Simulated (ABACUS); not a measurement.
MgS (Niningerite) under changes of volume

One of the cells (17.609 Å³/atom); the others are scaled copies at fixed shape and fractional positions:

```
CELL_PARAMETERS angstrom
0.00000 2.60165 2.60165
2.60165 0.00000 2.60165
2.60165 2.60165 0.00000
ATOMIC_POSITIONS crystal
S 0.50000 0.50000 0.50000
Mg 0.00000 0.00000 0.00000
```

```yaml
Program: ABACUS 3.10.1
Functional: PBEsol
Potentials_or_basis: PseudoDojo NC SR 0.4.1 PBEsol standard
Cutoff: 1143 eV
Density_cutoff: 4572 eV
Basis: plane waves
k_mesh: 9 × 9 × 9
Occupations: fermi-dirac, width 0.05 eV
Spin: no spin polarisation
```

| volume (Å³/atom) | energy over the lowest point (meV/atom) | pressure (GPa) | gap on the mesh (eV) |
| --- | --- | --- | --- |
| 16.553 | 10.82 | 4.4 | 2.96 |
| 16.905 | 3.42 | 2.4 | 2.92 |
| 17.257 | 0.00 | 0.7 | 2.87 |
| 17.609 | 0.21 | -0.9 | 2.83 |
| 17.962 | 3.71 | -2.3 | 2.79 |
| 18.314 | 10.16 | -3.6 | 2.75 |
| 18.666 | ? | ? | ? |

What does the run at 18.666 Å³/atom give?

Energy over the lowest point 19.28 meV/atom; pressure -4.7 GPa; gap on the mesh 2.71 eV.

Worked out: A Birch-Murnaghan fit of order 3 (a polynomial in V^(-2/3)) to the other rows has its minimum at 17.41 Å³/atom with B0 = V·E''(V) = 78 GPa and B' = 3.9. It gives 19.30 meV/atom at 18.666 Å³/atom, against the run's 19.28, and -dE/dV = -4.7 GPa, against -4.7. A straight line through the other rows of the gap, of slope -2.09 eV per unit of ln V, extrapolates to 2.71 eV, against the run's 2.71.

Energies are extrapolated to zero smearing.

Caveats: an odd mesh through Γ misses points on the zone boundary, where band edges often lie.
